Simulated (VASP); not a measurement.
# Ni (P6_3/mmc) in VASP: a series of runs

One crystal, Ni, is run at these levels: PBEsol, RPBE; tasks: relaxation of cell and atoms.

All numbers are computed with VASP 6.6.1; they aren't measurements. Logs are shortened: lines on timing, memory, paths and dates and some standing lists are left out, and cuts for length are marked.

## 1. Starting point

Symmetry: P6_3/mmc, No. 194, hexagonal system. The conventional cell has a = 2.489 Å, b = 2.489 Å, c = 4.064 Å, α = 90.00°, β = 90.00°, γ = 120.00°. Ni (site symmetry -6m2) is surrounded by 12 Ni at 2.49 Å.

This isn't the form of Ni at room conditions, which is fcc.

## 2. Relaxation of cell and atoms, PBEsol, collinear spin, ferromagnetic start

INCAR reads:

```
PREC = Accurate
ENCUT = 580
EDIFF = 1E-7
ISMEAR = 0
SIGMA = 0.1
LREAL = False
LASPH = True
NELM = 100
ALGO = Normal
ISIF = 3
LWAVE = False
LCHARG = False
ISPIN = 2
MAGMOM = 1 1
LORBIT = 11
LMAXMIX = 4
GGA = PS
IBRION = 2
NSW = 90
EDIFFG = -0.005
```

KPOINTS reads:

```
Automatic mesh
0
Gamma
  21 21 10
```

POSCAR reads:

```
Ni
1.0
    2.4887455600      0.0000000000      0.0000000000
   -1.2443727800      2.1553168800      0.0000000000
    0.0000000000      0.0000000000      4.0641215000
Ni
2
Direct
    0.3333333300      0.6666666700      0.2500000000
    0.6666666700      0.3333333300      0.7500000000
```

Potentials or basis: VASP PAW PBE potentials, release 64 (Ni).

Launch:

```bash
$ cat potpaw_PBE.64/Ni/POTCAR > POTCAR
$ mpirun -np 1 vasp_std > vasp.out
```

OUTCAR:

```text
PREC = Accurate
   ENCUT = 580
   EDIFF = 1E-7
   ISMEAR = 0
   LREAL = False
   LASPH = True
   NELM = 100
   ISIF = 3
   ISPIN = 2
   LORBIT = 11
   GGA = PS
   IBRION = 2
   NSW = 90
   EDIFFG = -0.005

 ion  position               nearest neighbor table
   1  0.333  0.667  0.250-   2 2.49   2 2.49   2 2.49   2 2.49   2 2.49   2 2.49
   2  0.667  0.333  0.750-   1 2.49   1 2.49   1 2.49   1 2.49   1 2.49   1 2.49

  LATTYP: Found a hexagonal cell.
 ALAT       =     2.4887455600
 C/A-ratio  =     1.6330000002

  Lattice vectors:

 A1 = (   2.4887455600,   0.0000000000,   0.0000000000)
 A2 = (  -1.2443727800,   2.1553168800,   0.0000000000)
 A3 = (   0.0000000000,   0.0000000000,   4.0641215000)

Analysis of symmetry for initial positions (statically):
=====================================================================
 Subroutine PRICEL returns:
 Original cell was already a primitive cell.

 Routine SETGRP: Setting up the symmetry group for a
 hexagonal supercell.

 Subroutine GETGRP returns: Found 24 space group operations
 (whereof 12 operations were pure point group operations)
 out of a pool of 24 trial point group operations.

The static configuration has the point symmetry D_3d.
 The point group associated with its full space group is D_6h.

Analysis of symmetry for dynamics (positions and initial velocities):
=====================================================================
 Subroutine PRICEL returns:
 Original cell was already a primitive cell.

 Routine SETGRP: Setting up the symmetry group for a
 hexagonal supercell.

 Subroutine GETGRP returns: Found 24 space group operations
 (whereof 12 operations were pure point group operations)
 out of a pool of 24 trial point group operations.

The dynamic configuration has the point symmetry D_3d.
 The point group associated with its full space group is D_6h.

Analysis of structural, dynamic, and magnetic symmetry:
=====================================================================
 Subroutine PRICEL returns:
 Original cell was already a primitive cell.

 Routine SETGRP: Setting up the symmetry group for a
 hexagonal supercell.

 Subroutine GETGRP returns: Found 24 space group operations
 (whereof 12 operations were pure point group operations)
 out of a pool of 24 trial point group operations.

The overall configuration has the point symmetry D_3d.
 The point group associated with its full space group is D_6h.

 Subroutine INISYM returns: Found 24 space group operations
 (whereof 12 operations are pure point group operations),
 and found     1 'primitive' translations

----------------------------------------------------------------------------------------

                                     Primitive cell

  volume of cell :      21.8001

  direct lattice vectors                    reciprocal lattice vectors
     2.488745560  0.000000000  0.000000000     0.401808853  0.231984450  0.000000000
    -1.244372780  2.155316880  0.000000000     0.000000000  0.463968899  0.000000000
     0.000000000  0.000000000  4.064121500     0.000000000  0.000000000  0.246055636

  length of vectors
     2.488745560  2.488745561  4.064121500     0.463968899  0.463968899  0.246055636

  position of ions in fractional coordinates (direct lattice)
     0.333333330  0.666666670  0.250000000
     0.666666670  0.333333330  0.750000000

  ion indices of the primitive-cell ions
   primitive index   ion index
                 1           1
                 2           2

----------------------------------------------------------------------------------------

 KPOINTS: Automatic mesh

Automatic generation of k-mesh.
 Grid dimensions read from file:
 generate k-points for:   21   21   10

 Generating k-lattice:

[... 44 lines left out ...]
   number of dos      NEDOS =    301   number of ions     NIONS =      2
   total plane-waves  NPLWV =  12800
   dimension x,y,z NGX =    20 NGY =   20 NGZ =   32
   dimension x,y,z NGXF=    40 NGYF=   40 NGZF=   64
   ions per type =               2
   NGX,Y,Z   is equivalent  to a cutoff of  13.36, 13.36, 13.09 a.u.
   NGXF,Y,Z  is equivalent  to a cutoff of  26.72, 26.72, 26.18 a.u.
 SYSTEM =  unknown system
   PREC   = accura    normal or accurate (medium, high low for compatibility)
   ISTART =      0    job   : 0-new  1-cont  2-samecut
   ICHARG =      2    charge: 1-file 2-atom 10-const
   ISPIN  =      2    spin polarized calculation?
   LNONCOLLINEAR =      F non collinear calculations
   LSORBIT =      F    spin-orbit coupling
   LASPH  =      T    aspherical Exc in radial PAW
   ENCUT  =  580.0 eV  42.63 Ry    6.53 a.u.   4.89  4.89  7.98*2*pi/ulx,y,z
   NELM   =    100;   NELMIN=  2; NELMDL= -5     # of ELM steps
   EDIFF  = 0.1E-06   stopping-criterion for ELM
   LREAL  =      F    real-space projection
   EDIFFG = -.5E-02   stopping-criterion for IOM
   NSW    =     90    number of steps for IOM
   IBRION =      2    ionic relax: 0-MD 1-quasi-New 2-CG
   NFREE  =      1    steps in history (QN), initial steepest desc. (CG)
   ISIF   =      3    stress and relaxation
   ISYM   =      2    0-nonsym 1-usesym 2-fastsym
   POTIM  = 0.5000    time-step for ionic-motion
   TEBEG  =    0.0;   TEEND  =   0.0 temperature during run
   PSTRESS=    0.0 pullay stress
   NELECT =      20.0000    total number of electrons
   NUPDOWN=      -1.0000    fix difference up-down
   EMIN   =  10.00;   EMAX   =-10.00  energy-range for DOS
   EFERMI =   0.00;   METHOD = LEGACY
   ISMEAR =     0;   SIGMA  =   0.10  broadening in eV -4-tet -1-fermi 0-gaus
   EFERMI_NEDOS =   21; number of points for ismear=-14 and -15
   IALGO  =     38    algorithm
   IMIX   =      4    mixing-type and parameters
     AMIX     =   0.40;   BMIX     =  1.00
     AMIX_MAG =   1.60;   BMIX_MAG =  1.00
  volume/ion in A,a.u.               =      10.90        73.56
  Fermi-wavevector in a.u.,A,eV,Ry     =   1.590738  3.006059 34.428838  2.530448
  Thomas-Fermi vector in A             =   2.689387
   LORBIT       =     11    0 simple, 1 ext, 2 COOP (PROOUT), +10 PAW based schemes
   GGA     = PS    functional components
   LHFCALC =     F    Hartree Fock is set to
   AEXX    =    0.0000 exact exchange contribution
   IVDW    =     0    specifies the selected vdW correction
   LEPSILON=     F    determine dielectric tensor
   LRPA    =     F    only Hartree local field effects (RPA)
 conjugate gradient relaxation of ions
 spin polarized calculation
 Gauss-broadening in eV      SIGMA  =   0.10
  energy-cutoff  :      580.00
  volume of cell :       21.80
 maximum number of plane-waves:       708
 NGX is ok and might be reduce to    20
   NGX =  9   NGY =  9   NGZ = 15

--------------------------------------- Ionic step        1  -------------------------------------------

 number of electron      20.0000004 magnetization       1.2837325

 Free energy of the ion-electron system (eV)
  ---------------------------------------------------
  ext. energy  EPLUGINS =         0.00000000
  ---------------------------------------------------
  free energy    TOTEN  =       -12.19740974 eV

  energy without entropy =      -12.17440882  energy(sigma->0) =      -12.18590928

------------------------ aborting loop because EDIFF is reached ----------------------------------------

  FORCE on cell =-STRESS in cart. coord.  units (eV):
  Direction    XX          YY          ZZ          XY          YZ          ZX
  --------------------------------------------------------------------------------------
  -------------------------------------------------------------------------------------
  Total       -1.3168169     -1.3168169     -1.1725415      0.0000000      0.0000000      0.0000000
  in kB      -96.7782254    -96.7782255    -86.1748405      0.0000000      0.0000000      0.0000000
  external PRESSURE =     -93.2437638 kB  Pullay stress =       0.0000000 kB
[... 23 lines left out ...]
--------------------------------------- Ionic step        2  -------------------------------------------

 number of electron      20.0000002 magnetization       1.2005106

 E-fermi :  10.5671     XC(G=0): -13.9857

 val. band max:       10.5662738167   @ k =   0.4286   0.1429   0.0000
 cond. band min:      10.5676041643   @ k =   0.2857   0.1429   0.1000
 fundamental gap:      0.0013303476
 Fermi energy:        10.5671477956

 spin component 1

 k-point     1 :       0.0000    0.0000    0.0000
  band No.  band energies     occupation
      1       0.8235      1.00000
      2       5.1820      1.00000
      3       7.8965      1.00000
      4       7.9974      1.00000
      5       7.9974      1.00000
      6       8.3092      1.00000
      7       8.3092      1.00000
      8       8.7725      1.00000
      9       8.7725      1.00000
     10       9.8594      1.00000
     11       9.8594      1.00000
     12       9.9870      1.00000
[... 918 lines left out ...]
  FREE ENERGIE OF THE ION-ELECTRON SYSTEM (eV)
  ---------------------------------------------------
  free  energy   TOTEN  =       -12.2277013119 eV

  energy  without entropy=      -12.2056878715  energy(sigma->0) =      -12.21669459

[... ionic steps 4 to 8 ...]

--------------------------------------- Ionic step        9  -------------------------------------------

 number of electron      19.9999989 magnetization       1.2385687

------------------------ aborting loop because EDIFF is reached ----------------------------------------
[... 67 lines left out ...]
--------------------------------------- Ionic step       11  -------------------------------------------

 number of electron      19.9999990 magnetization       1.2391069

 Free energy of the ion-electron system (eV)
  ---------------------------------------------------
  ext. energy  EPLUGINS =         0.00000000
  ---------------------------------------------------
  free energy    TOTEN  =       -12.22789974 eV

  energy without entropy =      -12.20604745  energy(sigma->0) =      -12.21697359

 E-fermi :   9.8604     XC(G=0): -13.7022

 val. band max:        9.8600003894   @ k =   0.0476   0.0000   0.3000
 cond. band min:       9.8607305007   @ k =   0.0476   0.0000   0.0000
 fundamental gap:      0.0007301113
 Fermi energy:         9.8603737963

 spin component 1

 k-point     1 :       0.0000    0.0000    0.0000
  band No.  band energies     occupation
      1       0.4565      1.00000
      2       4.7424      1.00000
      3       7.2986      1.00000
      4       7.4070      1.00000
      5       7.4070      1.00000
      6       7.6928      1.00000
      7       7.6928      1.00000
      8       8.1392      1.00000
      9       8.1392      1.00000
     10       9.1425      1.00000
     11       9.1425      1.00000
     12       9.3449      1.00000
[... 882 lines left out ...]
  FREE ENERGIE OF THE ION-ELECTRON SYSTEM (eV)
  ---------------------------------------------------
  free  energy   TOTEN  =       -12.2278997409 eV

  energy  without entropy=      -12.2060474460  energy(sigma->0) =      -12.21697359

 reached required accuracy - stopping structural energy minimisation

 total charge

# of ion       s       p       d       tot
------------------------------------------
    1        0.519   0.544   8.335   9.398
    2        0.519   0.544   8.335   9.398
--------------------------------------------------
tot          1.038   1.087  16.671  18.796

 magnetization (x)

# of ion       s       p       d       tot
------------------------------------------
    1       -0.005  -0.024   0.653   0.625
    2       -0.005  -0.024   0.653   0.625
--------------------------------------------------
tot         -0.010  -0.047   1.307   1.250
```

It took 10 min on 1 thread of Intel Xeon Platinum 8488C (Sapphire Rapids), shared host; peak memory 0.3 GiB.

Results:

```yaml
Free_energy: -12.2279 eV
Relaxed_volume: 10.40 Å³/atom
Relaxed_cell: a = 2.445 Å, b = 2.445 Å, c = 4.018 Å, α = 90.00°, β = 90.00°, γ = 120.00°
Space_group_after_relaxing_to_0.05_Å: P6_3/mmc (No. 194)
Energy_gained_by_relaxing: 15.2 meV/atom
Ionic_steps: 11
Pressure_after_relaxing: 0.0 GPa
Band_gap_on_the_k_mesh: none (metal or under the smearing width)
Net_moment: 1.24 μB per cell
Site_moments: Ni +0.62 μB
Valence_electrons_inside_the_program's_atomic_spheres: Ni 9.40
```

Step by step:
```csv
step,energy change (eV),largest force (eV/Å),pressure (GPa),volume (Å³)
1,0.0000,0.0000,-9.32,21.80
2,0.0027,0.0000,11.75,19.86
3,-0.0303,0.0000,-0.07,20.81
4,-0.0303,0.0000,0.15,20.79
5,-0.0305,0.0000,0.15,20.79
6,-0.0305,0.0000,0.14,20.79
7,-0.0305,0.0000,0.14,20.79
8,-0.0305,0.0000,0.14,20.79
9,-0.0305,0.0000,0.14,20.79
10,-0.0305,0.0000,-0.14,20.82
11,-0.0305,0.0000,0.01,20.81
```

Final structure:
```
Ni
1.0
     2.44538    0.00000    0.00000
    -1.22269    2.11777    0.00000
     0.00000    0.00000    4.01762
Ni
2
Direct
  0.33333 0.66667 0.25000
  0.66667 0.33333 0.75000
```

Caveat: the PAW data sets were made with another functional, which shifts forces and pressure a little.

[end of part 1 of 2]
